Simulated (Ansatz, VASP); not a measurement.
# SiRu2: VASP beside Ansatz, part 2 of 2

One calculation is typed for both programs; each brings its own data sets. How far apart do they land? The cell is taken from a series of runs on this material, whose earlier steps may have relaxed, scaled, displaced or heated it; both programs get it as it stands.

VASP 6.6.1 and Ansatz 0.2.0.

So far: Starting point; VASP: relaxation of cell and atoms, BLYP with D3(BJ).

**3. Ansatz: relaxation of cell and atoms, BLYP with D3(BJ)**

Level of this step: Ansatz beside VASP: Kohn-Sham DFT, plane waves, BLYP with D3(BJ) (Ansatz).

Ansatz runs on its default PAW (the set named soft_2) files.

The same cell, functional (in two slightly different forms), mesh and smearing now go to Ansatz, which takes its cutoff from its data sets.

Contents of input.yaml:

```yaml
crystal:
  lattice:
    - [5.27355362, 0.0, 0.0]
    - [0.0, 4.01013555, 0.0]
    - [0.0, 0.0, 7.3977621]
  atoms:
    - { symbol: Si, position: [0.2996397, 0.25, 0.90225402] }
    - { symbol: Si, position: [0.7003603, 0.75, 0.09774598] }
    - { symbol: Si, position: [0.7996397, 0.25, 0.59774598] }
    - { symbol: Si, position: [0.2003603, 0.75, 0.40225402] }
    - { symbol: Ru, position: [0.51386223, 0.75, 0.78778136] }
    - { symbol: Ru, position: [0.48613777, 0.25, 0.21221864] }
    - { symbol: Ru, position: [0.01386223, 0.75, 0.71221864] }
    - { symbol: Ru, position: [0.98613777, 0.25, 0.28778136] }
    - { symbol: Ru, position: [0.83350832, 0.25, 0.93467162] }
    - { symbol: Ru, position: [0.16649168, 0.75, 0.06532838] }
    - { symbol: Ru, position: [0.33350832, 0.25, 0.56532838] }
    - { symbol: Ru, position: [0.66649168, 0.75, 0.43467162] }
kpoints:
  mp_grid: { grid: [6, 8, 4] }
hamiltonian:
  xc: blyp
  dispersion: d3bj
scf:
  occupations: { method: gaussian, width: 0.1 }
output:
  forces: true
  stress: true
  eigenvalues: true
relax:
  adjacent_minimum: "off"
  f_tol: 0.005
  max_steps: 60
  cell: { stress_tol: 0.03 }
```

Command:

```sh
> ansatz run input.yaml --threads 4 --pin off --max-ram 16384MiB --backend cpu --events-out ev --progress --plain --runs-dir out
```

Numbers of over 12 decimals in the logs are rounded to 6 here.

The log of the run:

```text
Engine: ansatz 0.2.0, aarch64-unknown-linux-gnu
Pseudopotentials: kind: paw
Pseudopotential: Si, paw, valence charge 4, recommended cutoff 420 eV (normal), Si.paw.azcp
Pseudopotential: Ru, paw, valence charge 16, recommended cutoff 420 eV (normal), Ru.paw.azcp
Functional definition: BLYP
  parameter beta = 0.0042
  parameter a = 0.04918
  parameter b = 0.132
  parameter c = 0.2533
  parameter d = 0.349
  exchange = b88_x(beta = beta)
  correlation = lyp_c(a = a, b = b, c = c, d = d)
Crystal: 12 atoms, lattice volume = 156.445 Å³
Basis set: ecut = 420 eV, 3073 PW (Γ), exchange–correlation on 72×54×100 points (8 copies of the dense FFT grid, shifted against one another)
Bands: 87, of which v1, the nominal top of the filled ones, is band 72 counted from 1 (71 counted from 0)
Symmetry: 8 space group operations
Space group: Pnma (ITA 62), of the structure as read, at distance tolerance 5.4e-5 Å
k-points: 60 of 192
Non-local potential: Si, projectors of the file, l = 0: 2, l = 1: 2, l = 2: 2
Non-local potential: Ru, projectors of the file, l = 0: 3, l = 1: 2, l = 2: 2, l = 3: 1
PAW form: soft (Blöchl's): semilocal exchange-correlation on the pseudo side does not see the compensation charge
PAW frozen core: Si, regenerated for the run's functional, and the local potential with it (the file was generated under x = pbe(κ = 0.804, μ = 0.219515), c = pbe(β = 0.066725))
PAW frozen core: Ru, regenerated for the run's functional, and the local potential with it (the file was generated under x = pbe(κ = 0.804, μ = 0.219515), c = pbe(β = 0.066725))
PAW one-centre angular grid: Si, 110 points (default); XC on 64 Gauss nodes
PAW one-centre angular grid: Ru, 590 points (default); XC on 64 Gauss nodes
Initial density: superposition of atomic densities (neutral atoms: chi_scale 0, normalization atom), corrected by the library's trained network
Initial wavefunctions: pseudopotential atomic-orbital guess
Functional: x = b88, c = lyp
SCF iter   1: F=—  HF=-49715.729452 eV  |F-HF|=—  |Δ(HF+E_count)|=         —  Δρ=1.63e-2  dr2=3.32e-1  ethr=1.77e-3  ⟨swp⟩=5.3  Hψ=18429  notcnv=0  defer=53
preconditioner: auto → Kerker (q_TF=auto, 2.691 Å⁻¹)  [metal: Δε(μ)=0.012 eV  Ē_g=5.933 eV  σ=0.100 eV  W_gap=0.07  n_scr=52 (ndim 8)  ℏωp=26.6 eV  f_vac=0.000  D(μ)=9.51/eV (n_scr^D=90)]
SCF iter   2: F=—  HF=-49715.679367 eV  |F-HF|=—  |Δ(HF+E_count)|=   5.01e-2  Δρ=8.15e-3  dr2=7.49e-2  ethr=2.31e-4  ⟨swp⟩=1.9  Hψ=6276  notcnv=0  defer=63
SCF iter   3: F=—  HF=-49715.670891 eV  |F-HF|=—  |Δ(HF+E_count)|=   8.48e-3  Δρ=1.86e-3  dr2=3.48e-3  ethr=5.20e-5  ⟨swp⟩=2.0  Hψ=6906  notcnv=0  defer=63
SCF iter   4: F=—  HF=-49715.671224 eV  |F-HF|=—  |Δ(HF+E_count)|=   3.32e-4  Δρ=2.49e-4  dr2=5.77e-5  ethr=2.42e-6  ⟨swp⟩=3.0  Hψ=9599  notcnv=0  defer=63
SCF iter   5: F=—  HF=-49715.671202 eV  |F-HF|=—  |Δ(HF+E_count)|=   2.22e-5  Δρ=5.85e-5  dr2=3.18e-6  ethr=4.01e-8  ⟨swp⟩=2.0  Hψ=7568  notcnv=0  defer=63
SCF iter   6: F=—  HF=-49715.671204 eV  |F-HF|=—  |Δ(HF+E_count)|=   2.19e-6  Δρ=1.22e-5  dr2=1.43e-7  ethr=2.21e-9  ⟨swp⟩=2.0  Hψ=7229  notcnv=0  defer=63
SCF iter   7: F=-49715.671204 eV  HF=-49715.671204 eV  |F-HF|=1.37e-9  |Δ(HF+E_count)|=   9.16e-8  Δρ=3.37e-6  dr2=1.55e-8  ethr=6.94e-11  ⟨swp⟩=9.5  Hψ=20817  notcnv=0
SCF 1 converged in 7 iterations: F = -49715.671204 eV  dr2 = 1.55e-8
  greatest PAW one-centre occupation: 0.999 electrons in one spin orbital (limit 2), on the Ru atom at site 9 (counted from 0), in its partial waves of l = 0
relax step   1: F+E_penalty+E_count = -49715.67120405 eV  Δ(F+E_penalty+E_count) = +0.000e0 eV  max|allowed force component| = 1.864e-1 eV/Å  Δτ_max = 0.0000 Å  P = -1.135 GPa  Ω = 156.445 Å³  (7 SCF iters, dr2 threshold 1.00e-7 eV, accepted)
Crystal: 12 atoms, lattice volume = 155.861 Å³
Basis set: ecut = 420 eV, 3057 PW (Γ), exchange–correlation on 72×54×100 points (8 copies of the dense FFT grid, shifted against one another)
Initial density: handed on by an earlier stage of this run
Initial wavefunctions: those handed on with the density
iter 1 solved again at ethr=3.17e-6 eV; its pass at ethr=3.10e-3 eV (dr2=4.57e-3 eV) is discarded
SCF iter   1: F=—  HF=-49715.680108 eV  |F-HF|=—  |Δ(HF+E_count)|=         —  Δρ=2.16e-3  dr2=4.74e-3  ethr=3.17e-6  ⟨swp⟩=2.0  Hψ=21441  notcnv=0
preconditioner: auto → Kerker (q_TF=auto, 2.693 Å⁻¹)  [metal: Δε(μ)=0.003 eV  Ē_g=5.989 eV  σ=0.100 eV  W_gap=0.02  n_scr=52 (ndim 8)  ℏωp=26.6 eV  f_vac=0.000  D(μ)=9.28/eV (n_scr^D=90)]
SCF iter   2: F=—  HF=-49715.679766 eV  |F-HF|=—  |Δ(HF+E_count)|=   3.42e-4  Δρ=1.20e-3  dr2=1.45e-3  ethr=3.17e-6  ⟨swp⟩=1.0  Hψ=5220  notcnv=0
SCF iter   3: F=—  HF=-49715.679632 eV  |F-HF|=—  |Δ(HF+E_count)|=   1.34e-4  Δρ=1.49e-4  dr2=4.49e-5  ethr=1.01e-6  ⟨swp⟩=2.5  Hψ=7241  notcnv=0
[...]
iter 4 did not close the SCF: its close was put off for the readings that it lacked (scf_convergence_deferred on its scf_iter line)
SCF iter   4: F=-49715.682082 eV  HF=-49715.682082 eV  |F-HF|=1.46e-11  |Δ(HF+E_count)|=  3.49e-10  Δρ=1.69e-7  dr2=1.09e-11  ethr=1.00e-12  ⟨swp⟩=1.0  Hψ=5220  notcnv=0
iter 5 did not close the SCF: its close was put off for the readings that it lacked (scf_convergence_deferred on its scf_iter line)
SCF iter   5: F=-49715.682082 eV  HF=-49715.682082 eV  |F-HF|=7.28e-12  |Δ(HF+E_count)|=  2.91e-11  Δρ=2.74e-8  dr2=4.09e-13  ethr=1.00e-12  ⟨swp⟩=1.0  Hψ=5220  notcnv=0
iter 6 did not close the SCF: its close was put off for the readings that it lacked (scf_convergence_deferred on its scf_iter line)
SCF iter   6: F=-49715.682082 eV  HF=-49715.682082 eV  |F-HF|=7.28e-12  |Δ(HF+E_count)|=    0.00e0  Δρ=9.33e-9  dr2=5.62e-14  ethr=1.00e-12  ⟨swp⟩=1.0  Hψ=5220  notcnv=0
iter 7 did not close the SCF: its close was put off for the readings that it lacked (scf_convergence_deferred on its scf_iter line)
SCF iter   7: F=-49715.682082 eV  HF=-49715.682082 eV  |F-HF|=0.00e0  |Δ(HF+E_count)|=  1.46e-11  Δρ=3.24e-9  dr2=8.26e-15  ethr=1.00e-12  ⟨swp⟩=1.0  Hψ=5220  notcnv=0
SCF iter   8: F=-49715.682082 eV  HF=-49715.682082 eV  |F-HF|=7.28e-12  |Δ(HF+E_count)|=  7.28e-12  Δρ=7.73e-10  dr2=4.74e-16  ethr=1.00e-12  ⟨swp⟩=2.0  Hψ=11177  notcnv=0
SCF 7 converged in 8 iterations: F = -49715.682082 eV  dr2 = 4.74e-16
relax step   7: F+E_penalty+E_count = -49715.68208183 eV  Δ(F+E_penalty+E_count) = +1.570e-4 eV  max|allowed force component| = 3.841e-4 eV/Å  Δτ_max = 0.0000 Å  P = -0.001 GPa  Ω = 155.968 Å³  stress off target by 3.66e-3 GPa  SCF on the basis re-selected at this cell (its energy is not comparable with the rows above)  (8 SCF iters)
basis re-selected at this cell: Δ(F+E_penalty+E_count) = +1.570e-4 eV, ΔP = -0.000 GPa vs the last step (what re-selecting the basis moved, of the pressure what is left beyond the Pulay correction that the steps carried, after the strain that the cell walked since its last selection, with what the two solves' SCF thresholds leave and, on support functions, any second-order correction that the steps lacked; it is no m [...]
SCF converged after 8 iterations
Free energy (F): -49715.682082 eV
Harris-Foulkes:  -49715.682082 eV  (|F-HF|=7.28e-12)
Internal energy: -49715.634899 eV  (E = F + TS)
E sigma→0 (E₀):  -49715.658490 eV
Entropy (-TS):   -0.047183 eV (-3.932 meV/atom)
Fermi energy:    20.618161 eV
--- Per-component energies (eV) ---
  E_band       = -512.948471
  E_kinetic    = 4325.293843
  E_local      = -12357.596783  (includes V_loc(G=0)·N_el)
  E_nonlocal   = 2860.105851
  E_hartree    = 4260.153466
  E_xc         = -1727.464744
  E_vxc        = -2076.865780  (∫ρ·V_xc dr)
  E_paw        = -29901.000569  (= ΣΔE_a)
  E_vpaw       = -1784.190911  (= ΣTr[D̂ρ^β])
  E_aug_tail   = -0.001624  (compensation charges beyond the density's cutoff)
  E_ewald      = -17159.673218
  E_disp       = -16.221512  (pairwise vdW)
  E_core_change = 0.770390  (= ΣΔE_core)
  E_smearing   = -0.047183  (= −TS)
  E_closure    = -0.000000  (closes the sum)
  Σ components = -49715.682082   (vs F -49715.682082, Δ=0.00e0)
--- Forces (eV/Å), atoms counted from 1 ---
  atom   1  Si    -0.00007104     0.00000000    -0.00024385
  atom   2  Si     0.00007104     0.00000000     0.00024385
  atom   3  Si    -0.00007104     0.00000000     0.00024385
  atom   4  Si     0.00007104     0.00000000    -0.00024385
  atom   5  Ru     0.00011771    -0.00000000    -0.00038413
  atom   6  Ru    -0.00011771    -0.00000000     0.00038413
  atom   7  Ru     0.00011771    -0.00000000     0.00038413
  atom   8  Ru    -0.00011771     0.00000000    -0.00038413
  atom   9  Ru    -0.00014588     0.00000000    -0.00022837
  atom  10  Ru     0.00014588     0.00000000     0.00022837
  atom  11  Ru    -0.00014588     0.00000000     0.00022837
  atom  12  Ru     0.00014588     0.00000000    -0.00022837
  max |Σ_I F_I| component: 1.39e-17 eV/Å
--- Stress (GPa, compression-positive) ---
        0.003659      -0.000000       0.000000
       -0.000000      -0.003190       0.000000
        0.000000       0.000000      -0.002274
  P = ⅓ Tr σ = -0.0006 GPa (-0.006 kbar)
--- Band table (eV; the first three rows and the last of 60) ---
  k-point 0: bands = [... 68 lower, 20.1202, 20.2654, 20.3490, 20.3902, 20.7327, 21.0711, 21.3684, 21.5752, ... 11 higher]
  k-point 1: bands = [... 68 lower, 20.2361, 20.3020, 20.4233, 20.7499, 20.8255, 20.8683, 21.3836, 21.6078, ... 11 higher]
  k-point 2: bands = [... 68 lower, 20.1706, 20.1706, 20.5186, 20.5186, 21.3956, 21.3956, 21.5393, 21.5393, ... 11 higher]
  k-point 59: bands = [... 68 lower, 20.0249, 20.0249, 20.0249, 20.0249, 20.5279, 20.5279, 20.5279, 20.5279, ... 11 higher]
--- Relaxed structure (6 steps of the walk, 6 accepted, 1 SCFs on fresh bases) ---
  F+E_penalty+E_count = -49715.68208183 eV   max|allowed force component| = 3.841e-4 eV/Å   (the final SCF, on the basis selected at the relaxed cell)
  cell:  # Å, volume = 155.9682 Å³
    - [5.284029, 0.0, 0.0]
    - [0.0, 4.006424, 0.0]
    - [0.0, 0.0, 7.367394]
  atoms:
    - { symbol: Si, position: [0.296827, 0.25, 0.902602] }
    - { symbol: Si, position: [0.703173, 0.75, 0.097398] }
    - { symbol: Si, position: [0.796827, 0.25, 0.597398] }
    - { symbol: Si, position: [0.203173, 0.75, 0.402602] }
    - { symbol: Ru, position: [0.512173, 0.75, 0.789901] }
    - { symbol: Ru, position: [0.487827, 0.25, 0.210099] }
    - { symbol: Ru, position: [0.012173, 0.75, 0.710099] }
    - { symbol: Ru, position: [0.987827, 0.25, 0.289901] }
    - { symbol: Ru, position: [0.834829, 0.25, 0.933152] }
    - { symbol: Ru, position: [0.165171, 0.75, 0.066848] }
    - { symbol: Ru, position: [0.334829, 0.25, 0.566848] }
    - { symbol: Ru, position: [0.665171, 0.75, 0.433152] }
```

The column dr2 measures how far the density is from self-consistency, as an energy; F and HF (Harris–Foulkes) agree once it is small.

**4. Differences**

Known differences besides the potentials themselves: the data sets hold 144 valence electrons in Ansatz (on its default PAW (the set named soft_2) files) and 128 in VASP; the cutoff is 420 eV in Ansatz and 500 eV in VASP; Ansatz makes its cores anew for this functional, VASP keeps those of its PBE data sets; VASP's log shows a relativistic correction to its local exchange, Ansatz's none; Ansatz adds a Pulay correction to the stress that steers its cell, VASP none. Total energies have different zeros and are not compared.

The two programs side by side:

```
                                         quantity  Ansatz    VASP  difference
                                      volume (Å³)  155.97  156.51     -0.35 %
edge a after relaxation, in the typed setting (Å)   5.284   5.290     -0.12 %
edge b after relaxation, in the typed setting (Å)   4.006   4.011     -0.11 %
edge c after relaxation, in the typed setting (Å)   7.367   7.376     -0.11 %
```

**5. What came out**

```yaml
difference_in_volume_relaxation_of_cell_and_atoms_blyp_with_d3_bj: -0.35 %
```

In words: The difference in volume is -0.35 % (relaxation of cell and atoms, BLYP with D3(BJ)), within the 1.2 % picked in this series as the mark of a large difference, as far as the stopping tolerances let one tell. The data sets hold unlike numbers of valence electrons (144 in Ansatz and 128 in VASP), so part of the differences comes from the potentials. 1 further run of this series is not shown here. Such differences can come from data sets, numerical settings and the points named under the comparisons, not from the functional's error against experiment.

[Lines on the potential files, build, host, timing and source positions are cut from VASP's logs without a mark.]

[Logs are printed without paths, hosts, clocks, repeated set-up lines and the standing remarks that a program may print on its own settings, such as how far it seeks lower states.]

[Hosts, paths, dates, database ids (printed as entryN), source tags and the programs' standing remarks are cut or masked in the printed files.]
